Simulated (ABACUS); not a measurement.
AlRu under changes of volume

One of the cells (13.387 Å³/atom); the others are scaled copies at fixed shape and fractional positions:

```xyz
2
Lattice="2.9916 0.0000 0.0000 0.0000 2.9916 0.0000 0.0000 0.0000 2.9916" Properties=species:S:1:pos:R:3 pbc="T T T"
Ru    1.4958    1.4958    1.4958
Al    0.0000    0.0000    0.0000
```

- Program: ABACUS 3.10.1
- Functional: PBE
- Potentials or basis: PseudoDojo NC SR 0.4.1 PBE standard
- Cutoff: 1361 eV
- Density cutoff: 5442 eV
- Basis: DZP LCAO (the cutoffs set its grid)
- k mesh: 9 × 9 × 9
- Occupations: fermi-dirac, width 0.05 eV
- Spin: no spin polarisation

```csv
volume (Å³/atom),energy over the lowest point (meV/atom),pressure (GPa)
12.584,55.74,18.8
12.851,29.22,13.1
13.119,11.73,8.0
13.387,2.25,3.5
13.655,0.00,-0.6
13.922,4.26,-4.3
14.190,?,?
```

Problem. What does the run at 14.190 Å³/atom give?

Solution. Energy over the lowest point 14.47 meV/atom; pressure -7.6 GPa.

Worked out: A Birch-Murnaghan fit of order 3 (a polynomial in V^(-2/3)) to the other rows has its minimum at 13.61 Å³/atom with B0 = V·E''(V) = 200 GPa and B' = 4.6. It gives 14.28 meV/atom at 14.190 Å³/atom, against the run's 14.47, and -dE/dV = -7.6 GPa, against -7.6.

Energies are extrapolated to zero smearing.

Caveats: the atomic orbitals were generated for these runs and aren't a published set; the basis of atomic orbitals isn't converged, which shifts pressures, moduli and gaps.
